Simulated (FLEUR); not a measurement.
# Al (Fm-3m) in FLEUR: notebook, part 2 of 2

FLEUR MaX-R8.1 (later development tree).

**3. Equation of state, SCAN, 15.61 Å³/atom (volume scaled by 0.94)**

inp.xml

```xml
<?xml version="1.0" encoding="UTF-8" standalone="no"?>
<fleurInput fleurInputVersion="0.39">
   <comment>
      Al                                                                                                  
   </comment>
   <calculationSetup>
      <cutoffs Kmax="4.1" Gmax="12.7" GmaxXC="12.7" numbands="0"/>
      <scfLoop itmax="80" minDistance="0.0001" maxIterBroyd="30" imix="Anderson" alpha="0.05" precondParam="0.0" spinf="2.0" sdNocoIR="T"/>
      <coreElectrons ctail="F" frcor="F" kcrel="0" coretail_lmax="0"/>
      <xcFunctional name="LibXC" relativisticCorrections="F">
         <LibXCName exchange="mgga_x_scan" correlation="mgga_c_scan"/>
         <AuxGGA exchange="117" correlation="130"/>
      </xcFunctional>
      <magnetism jspins="1"/>
      <soc l_soc="F" theta="0.0" phi="0.0" spav="F"/>
      <expertModes spex="0" secvar="F"/>
      <geometryOptimization l_f="F" forcealpha="1.0" forcemix="BFGS" epsdisp="0.00001" epsforce="0.00001"/>
      <ldaU l_linMix="F" mixParam="0.05" spinf="1.0"/>
   </calculationSetup>
   <cell>
      <bzIntegration valenceElectrons="11.0" mode="hist" fermiSmearingEnergy="0.00183747">
         <kPointListSelection listName="default-1"/>
         <!-- k-points included here -->
         <xi:include xmlns:xi="http://www.w3.org/2001/XInclude" href="kpts.xml"> </xi:include>
      </bzIntegration>
      <!-- symmetry operations included here -->
      <xi:include xmlns:xi="http://www.w3.org/2001/XInclude" href="sym.xml"> </xi:include>
      <bulkLattice scale="0.9795861087">
         <bravaisMatrix>
            <row-1>    0.0000000000000000     3.8263269057207032     3.8263269057207032</row-1>
            <row-2>    3.8263269057207032     0.0000000000000000     3.8263269057207032</row-2>
            <row-3>    3.8263269057207032     3.8263269057207032     0.0000000000000000</row-3>
         </bravaisMatrix>
      </bulkLattice>
   </cell>
   <atomSpecies>
      <species name="Aluminum (Al)" element="Al" atomicNumber="13">
         <mtSphere radius="2.45" gridPoints="829" logIncrement="0.014"/>
         <atomicCutoffs lmax="10" lnonsphr="10"/>
         <electronConfig flipSpins="F">
            <coreConfig>(1s1/2)</coreConfig>
            <valenceConfig>(2s1/2) (2p1/2) (2p3/2) (3s1/2) (3p1/2) (3p3/2)</valenceConfig>
            <stateOccupation state="(3p1/2)" spinUp="0.166667" spinDown="0.166667"/>
            <stateOccupation state="(3p3/2)" spinUp="0.333333" spinDown="0.333333"/>
         </electronConfig>
         <energyParameters s="3" p="3" d="3" f="4"/>
         <lo type="SCLO" l="0" n="2" eDeriv="0"/>
         <lo type="SCLO" l="1" n="2" eDeriv="0"/>
         <lo type="SCLO" l="2" n="3" eDeriv="2"/>
         <lo type="SCLO" l="3" n="4" eDeriv="2"/>
      </species>
   </atomSpecies>
   <atomGroups>
      <atomGroup species="Aluminum (Al)">
         <relPos label="                   1">.0000000000 .0000000000 .0000000000</relPos>
         <force calculate="T" relaxXYZ="TTT"/>
      </atomGroup>
   </atomGroups>
   <output dos="F" band="F" slice="F">
      <checks vchk="F" cdinf="F"/>
      <bandDOS minEnergy="-.5*Htr" maxEnergy="0.5*Htr" sigma="0.015" storeEVData="T"/>
      <vacuumDOS vacdos="F" integ="F" star="F" nstars="0" locx1="0.0" locy1="0.0" locx2="0.0" locy2="0.0" nstm="0" tworkf="0.0"/>
      <unfoldingBand unfoldBand="F" supercellX="1" supercellY="1" supercellZ="1"/>
      <plotting iplot="0" polar="F">
         <plot TwoD="T" vec1="  1.0  0.0  0.0" vec2="  0.0  1.0  0.0" vec3="  0.0  0.0  1.0" zero="  0.0  0.0  0.0" file="plot"/>
      </plotting>
      <chargeDensitySlicing numkpt="0" minEigenval="0.0" maxEigenval="0.0" nnne="0" pallst="F"/>
      <specialOutput eonly="F"/>
      <moessbauerParams electricFieldGradient="T" isomerShift="T" coreHyperfine="T" valenceHyperfine="T"/>
      <magneticCircularDichroism mcd="F" energyLo="-10.0" energyUp="0.0"/>
   </output>
  <!-- We include the file relax.xml here to enable relaxations (see documentation) -->
  <xi:include xmlns:xi="http://www.w3.org/2001/XInclude" href="relax.xml"> <xi:fallback/> </xi:include>
</fleurInput>
```

Potentials or basis: all-electron, FLAPW.

Run with:

```bash
$ inpgen -f crystal.txt -profile fastHighL
$ # inp.xml edited to the form shown
$ fleur_MPI
```

Wall time 27 s (1 thread of Arm Neoverse N1, shared host); peak memory 0.09 GiB.

It converged, with:

| Item | Value |
| --- | --- |
| Free energy | -6611.3186 eV |
| Band gap on the k mesh | none (metal or under the smearing width) |
| Valence electrons inside the program's atomic spheres | Al 9.77 (radii Al 2.45 bohr) |

Caveat: the meta-GGA is that of a development version, with a GGA for the radial functions and cores and without core tails.

**4. Equation of state, SCAN, 15.94 Å³/atom (volume scaled by 0.96)**

inp.xml, as its differences from that of step 3:

```diff
@@ -27,3 +27,3 @@
       <xi:include xmlns:xi="http://www.w3.org/2001/XInclude" href="sym.xml"> </xi:include>
-      <bulkLattice scale="0.9795861087">
+      <bulkLattice scale="0.9864848297">
          <bravaisMatrix>
```

Run with:

```bash
$ inpgen -f crystal.txt -profile fastHighL
$ # inp.xml edited to the form shown
$ fleur_MPI
```

It took 29 s on 1 thread of Arm Neoverse N1, shared host; peak memory 0.09 GiB.

It converged, with:

| Item | Value |
| --- | --- |
| Free energy | -6611.3232 eV |
| Band gap on the k mesh | none (metal or under the smearing width) |
| Valence electrons inside the program's atomic spheres | Al 9.74 (radii Al 2.45 bohr) |

Caveat: the meta-GGA is that of a development version, with a GGA for the radial functions and cores and without core tails.

**5. Equation of state, SCAN, 16.60 Å³/atom**

inp.xml, as its differences from that of step 4:

```diff
@@ -27,3 +27,3 @@
       <xi:include xmlns:xi="http://www.w3.org/2001/XInclude" href="sym.xml"> </xi:include>
-      <bulkLattice scale="0.9864848297">
+      <bulkLattice scale="1.0000000000">
          <bravaisMatrix>
```

Run with:

```bash
$ inpgen -f crystal.txt -profile fastHighL
$ # inp.xml edited to the form shown
$ fleur_MPI
```

It took 29 s on 1 thread of Arm Neoverse N1, shared host; peak memory 0.09 GiB.

Results (log left out):

```yaml
Free_energy: -6611.3217 eV
Band_gap_on_the_k_mesh: none (metal or under the smearing width)
Valence_electrons_inside_the_program's_atomic_spheres: Al 9.69 (radii Al 2.45 bohr)
```

Caveat: the meta-GGA is that of a development version, with a GGA for the radial functions and cores and without core tails.

**6. Equation of state, SCAN, 17.27 Å³/atom (volume scaled by 1.04)**

inp.xml, as its differences from that of step 5:

```diff
@@ -27,3 +27,3 @@
       <xi:include xmlns:xi="http://www.w3.org/2001/XInclude" href="sym.xml"> </xi:include>
-      <bulkLattice scale="1.0000000000">
+      <bulkLattice scale="1.0131594038">
          <bravaisMatrix>
```

Potentials or basis: all-electron, FLAPW.

Run with:

```bash
$ inpgen -f crystal.txt -profile fastHighL
$ # inp.xml edited to the form shown
$ fleur_MPI
```

Run time: 25 s. Hardware: 1 thread of Arm Neoverse N1, shared host; peak memory 0.09 GiB.

Results (log left out):

```yaml
Free_energy: -6611.3088 eV
Band_gap_on_the_k_mesh: none (metal or under the smearing width)
Valence_electrons_inside_the_program's_atomic_spheres: Al 9.64 (radii Al 2.45 bohr)
```

Caveat: the meta-GGA is that of a development version, with a GGA for the radial functions and cores and without core tails.

**7. Equation of state, SCAN, 17.60 Å³/atom (volume scaled by 1.06)**

inp.xml, as its differences from that of step 6:

```diff
@@ -27,3 +27,3 @@
       <xi:include xmlns:xi="http://www.w3.org/2001/XInclude" href="sym.xml"> </xi:include>
-      <bulkLattice scale="1.0131594038">
+      <bulkLattice scale="1.0196128224">
          <bravaisMatrix>
```

Run with:

```bash
$ inpgen -f crystal.txt -profile fastHighL
$ # inp.xml edited to the form shown
$ fleur_MPI
```

Wall time 25 s (1 thread of Arm Neoverse N1, shared host); peak memory 0.09 GiB.

It converged, with:

```
Free energy                                           : -6611.2986 eV
Band gap on the k mesh                                : none (metal or under the smearing width)
Valence electrons inside the program's atomic spheres : Al 9.62 (radii Al 2.45 bohr)
```

Caveat: the meta-GGA is that of a development version, with a GGA for the radial functions and cores and without core tails.

**8. Equation of state, SCAN**

This step only gathers the single runs of the series.

What came out:

```yaml
Equilibrium_volume: 16.19 Å³/atom
Bulk_modulus: 78 GPa
```

Energy against volume, from the lowest point:
```
volume (Å³/atom)  energy (meV/atom)
          15.607               4.55
          15.939               0.00
          16.603               1.44
          17.267              14.42
          17.599              24.59
```

Caveat: the meta-GGA is that of a development version, with a GGA for the radial functions and cores and without core tails.

**9. How close it comes**

Step 8. Measured bulk modulus of Al: 76.9 GPa (quoted in “The interpretation of polycrystalline coherent inelastic neutron scattering from aluminium”, 2013, pmc:3831299). This calculation gives 78 GPa (+1.4 %). The fit is for a static lattice scaled at fixed shape and fixed fractional positions. The cell as given is a measured one (16.60 Å³/atom); SCAN puts the equilibrium volume -2.5 % from it, thermal expansion not counted.
